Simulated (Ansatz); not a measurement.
Li2O in Ansatz: the effect of functional

Crystal: Li2O.

```
O Li
1.0
     0.00000    2.27935    2.27935
     2.27935    0.00000    2.27935
     2.27935    2.27935    0.00000
O Li
1 2
Direct
  0.00000 0.00000 0.00000
  0.25000 0.25000 0.25000
  0.75000 0.75000 0.75000
```

The cell comes from a database or a generator and needn't be the stable form of this composition.

The cell isn't the ideal one: volume scaled by 0.94.

Alike in all runs:

* Program: Ansatz 0.2.0
* Task: single point
* Potentials or basis: Ansatz PAW
* k mesh: 10 × 10 × 10
* Occupations: fermi-dirac, width 0.05 eV
* Spin: no spin polarisation

```tsv
functional	cutoff	gap on the mesh (eV)	pressure (GPa)
PBEsol	420 eV (not typed: the program's choice for these potentials)	4.90	1.2
LDA	420 eV (not typed: the program's choice for these potentials)	?	?
r2SCAN	500 eV (not typed: the program's choice for these potentials)	5.79	0.8
```

Q: What does the run with functional LDA give?

A: gap on the mesh 4.88 eV; pressure -3.7 GPa.

Caveats: the PAW data sets come from PBE, with cores solved anew for the run's functional, which leaves a small shift of forces and pressure.

A k mesh can miss the band edges.

Runs at the PBE level aren't shown here.
